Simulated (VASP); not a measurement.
**HfO2 under changes of volume**

One of the cells (10.615 Å³/atom); the others are scaled copies at fixed shape and fractional positions:

```
Hf O
1.0
     0.00000    2.51580    2.51580
     2.51580    0.00000    2.51580
     2.51580    2.51580    0.00000
Hf O
1 2
Direct
  0.00000 0.00000 0.00000
  0.75000 0.75000 0.75000
  0.25000 0.25000 0.25000
```

Measurements of this composition are mostly on another form, of space group No. 14.

* Program: VASP 6.6.1
* Functional: r2SCAN
* Potentials or basis: VASP PAW PBE potentials, release 64 (Hf_pv, O)
* Cutoff: 520 eV
* k mesh: 8 × 8 × 8
* Occupations: gaussian, width 0.02 eV
* Spin: no spin polarisation

| volume (Å³/atom) | energy over the lowest point (meV/atom) | pressure (GPa) | gap on the mesh (eV) |
| --- | --- | --- | --- |
| 10.191 | 17.55 | 12.8 | 4.48 |
| 10.403 | 4.67 | 6.2 | 4.42 |
| 10.615 | 0.00 | 0.3 | 4.36 |
| 10.828 | 2.69 | -5.0 | 4.30 |
| 11.040 | ? | ? | ? |

**Question.** What does the run at 11.040 Å³/atom give?

**Answer.** Energy over the lowest point 12.08 meV/atom; pressure -9.8 GPa; gap on the mesh 4.25 eV.

Worked out: A Birch-Murnaghan fit of order 2 (a polynomial in V^(-2/3)) to the other rows has its minimum at 10.64 Å³/atom with B0 = V·E''(V) = 276 GPa. It gives 12.09 meV/atom at 11.040 Å³/atom, against the run's 12.08, and -dE/dV = -9.5 GPa, against -9.8. A straight line through the other rows of the gap, of slope -2.97 eV per unit of ln V (its deformation potential), extrapolates to 4.24 eV, against the run's 4.25.

Energies are extrapolated to zero smearing.

Caveats: the PAW data sets were made with another functional, which shifts forces and pressure a little; spin-orbit coupling is left out, which moves the levels of the heavy elements.

A mesh can miss the band edges.
